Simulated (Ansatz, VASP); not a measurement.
## AlP2 in VASP and in Ansatz

Contents of INCAR:

```
  ALGO = Normal
  EDIFF = 1E-6
  EDIFFG = -0.04
  ENCUT = 600
  GGA = PE
  IBRION = 2
  ISIF = 3
  ISMEAR = 0
  LASPH = T
  LCHARG = F
  LREAL = F
  LWAVE = F
  NELM = 80
  NSW = 90
  PREC = Accurate
  SIGMA = 0.1
```

Contents of KPOINTS:

```
k-points
0
Gamma
  6 6 2
```

File POSCAR:

```
AlP2
1.0
    3.3759913888      0.0000000000      0.0000000000
   -1.6879956944      2.9236943057      0.0000000000
    0.0000000000      0.0000000000     10.6413634935
Al P
2 4
Direct
    0.3333333333      0.6666666667      0.3750000000
    0.6666666667      0.3333333333      0.8750000000
    0.3333333333      0.6666666667      0.0000000000
    0.6666666667      0.3333333333      0.5000000000
    0.0000000000      0.0000000000      0.2500000000
    0.0000000000      0.0000000000      0.7500000000
```

Input for Ansatz:

```yaml
crystal:
  lattice:
    - [3.3759913888, 0.0, 0.0]
    - [-1.6879956944, 2.9236943057, 0.0]
    - [0.0, 0.0, 10.6413634935]
  atoms:
    - { symbol: Al, position: [0.3333333333, 0.6666666667, 0.375] }
    - { symbol: Al, position: [0.6666666667, 0.3333333333, 0.875] }
    - { symbol: P, position: [0.3333333333, 0.6666666667, 0.0] }
    - { symbol: P, position: [0.6666666667, 0.3333333333, 0.5] }
    - { symbol: P, position: [0.0, 0.0, 0.25] }
    - { symbol: P, position: [0.0, 0.0, 0.75] }
basis:
  ecutwfc: 420
kpoints:
  mp_grid: { grid: [6, 6, 2] }
hamiltonian:
  xc: pbe
scf:
  occupations: { method: gaussian, width: 0.1 }
  lower_state_search: "off"
output:
  forces: true
  stress: true
  eigenvalues: true
relax:
  adjacent_minimum: "off"
  f_tol: 0.04
  max_steps: 70
  cell: { stress_tol: 0.4 }
```

Alike in both runs: task relaxation of cell and atoms; functional PBE; k mesh 6 × 6 × 2; occupations gaussian, width 0.1 eV; no spin polarisation.

|  | VASP | Ansatz |
| --- | --- | --- |
| version | VASP 6.6.1 | Ansatz 0.2.0 |
| potentials or method | VASP PAW PBE potentials, release 64 (Al, P) | scalar-relativistic, plane waves, PAW |
| plane-wave cutoff (eV) | 600 | 420 |
| valence electrons in the cell | 26 | 26 |

|  | VASP | Ansatz | Ansatz less VASP |
| --- | --- | --- | --- |
| gap on the k mesh at the Fermi level, each at its own relaxed structure (eV) | none | none | - |
| relaxed volume (Å³/atom) | 16.15 | 16.19 | +0.037 |
| relaxed cell length with the largest relative difference (Å) | 9.482 | 9.441 | -0.0408 |
| energy change over the relaxation (meV/atom) | -378 | -379 | -1.2 |

A gap of «none» marks a metal or a gap that the smearing closes.
